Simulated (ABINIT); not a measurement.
Runs of ABINIT 10.8.3 (patched build) on MoS2. Symmetry: R3m, No. 160, trigonal system. The conventional cell has a = 3.160 Å, b = 3.160 Å, c = 18.450 Å, α = 90.00°, β = 90.00°, γ = 120.00°. Mo (site symmetry 3m) is surrounded by 6 S at 2.39 Å. Around S (site symmetry 3m) lie 3 Mo at 2.39 Å. S (site symmetry 3m) is surrounded by 3 Mo at 2.39 Å. Measurements of this composition are mostly on another form, of space group No. 194.

```tsv
task	level	potentials or basis	k mesh	cutoff (eV)	smearing	stop of the response cycle (tolvrs)	acoustic sum rule (asr)	k points of the masses	bands of the masses	fine-grid cutoff	mesh quality	gap on the mesh (eV)	pressure (GPa)	largest force (eV/Å)
single point	PBEsol	PseudoDojo NC SR PBEsol v0.4.1 standard	8 × 8 × 8	980	fermi-dirac 0.05 eV	-	-	-	-	-	not flagged	0.99	(a)	0.27
dielectric tensor	PBEsol	PseudoDojo NC SR PBEsol v0.4 stringent	6 × 6 × 6	980	fixed	1e-08	1	-	-	-	coarse	-	0.2	0.27
effective masses	PBE	PseudoDojo NC SR PBE v0.4.1 standard	7 × 7 × 7	952	fixed	-	-	[[0.5, 0.5, 0.5], [-0.25, 0.125, 0.0]]	[[13, 13], [14, 14]]	-	not flagged	-	5.1	0.53
single point	PBE	PseudoDojo NC SR PBE v0.4.1 standard	8 × 8 × 8	1088	fermi-dirac 0.05 eV	-	-	-	-	-	not flagged	1.03	5.4	0.53
single point	revPBE	PseudoDojo NC SR PBE v0.4 stringent	8 × 8 × 8	1088	fermi-dirac 0.05 eV	-	-	-	-	-	not flagged	(c)	7.1	0.55
phonons	PBE	JTH PAW PBE v2.0	8 × 8 × 8	544	fixed	1e-08	1	-	-	1088.46 eV	not flagged	-	5.4	0.53
single point	PBE	SPMS NC PBE v1.0	8 × 8 × 8	599	fermi-dirac 0.05 eV	-	-	-	-	-	not flagged	1.03	(b)	0.53
```

Alike in all rows: no spin polarisation; cell as given.

Task: Estimate the missing entries.

Result: (a) 0.3; (b) 5.3; (c) 1.06.

Caveats: some runs use coarse meshes; the masses are taken at a mesh point that needn't be the band's extremum (some runs); the potentials were made for another functional, which shifts forces and pressure (some runs); the atoms weren't relaxed first, which shifts response properties (some runs); the cell is more than 3 GPa from zero pressure, which shifts response properties (some runs).

A k mesh can miss the band edges, and the runs leave out spin-orbit coupling on Mo.

Not every run made on this cell is shown here.
